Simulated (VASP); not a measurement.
## Au: single point with PBEsol

Au:

```
Au
1.0
     2.88730    0.00000    0.00000
    -1.44365    2.50047    0.00000
     0.00000    0.00000    4.72736
Au
2
Direct
  0.33333 0.66667 0.75000
  0.66667 0.33333 0.25000
```

This isn't the form of Au at room conditions, which is fcc.

```
Program                : VASP 6.6.1
Task                   : single point
Functional             : PBEsol
Potentials or basis    : VASP PAW PBE potentials, release 64 (Au)
Cutoff                 : 520 eV
k mesh                 : 8 × 8 × 4
Occupations            : methfessel-paxton, width 0.1 eV
Spin                   : no spin polarisation
Dipole correction      : no
Further INCAR settings : ALGO = Normal; EDIFF = 1e-06; NBANDS = 18
```

The pressure is -0.3 GPa and the band gap on the k mesh is none (metal or under the smearing width).

Stress tensor (GPa, compression positive):
```
-0.19  0.00  0.00
 0.00 -0.19  0.00
 0.00  0.00 -0.51
```

Levels at points of the mesh, in eV from the Fermi level:
```csv
k point,band 9,band 10,band 11,band 12,band 13,band 14
"(0.00, 0.00, 0.00)",-3.58,-2.08,-2.08,-0.94,3.07,14.50
"(0.50, 0.00, 0.00)",-1.77,-1.63,0.37,1.53,5.97,7.48
"(0.00, 0.00, 0.50)",-2.55,-2.55,-2.55,-2.55,11.25,11.25
"(0.50, 0.00, 0.50)",-1.72,-1.72,0.48,0.48,3.98,3.98
```

Wall time 10 s on 1 thread of Intel(R) Xeon(R) Platinum 8259CL CPU @ 2.50GHz (Skylake/Cascade Lake), with other jobs on the host, peak memory 0.16 GiB.

Caveat: the PAW data sets were made with another functional, which shifts forces and pressure a little. Spin-orbit coupling is left out, which matters for the levels of Au.
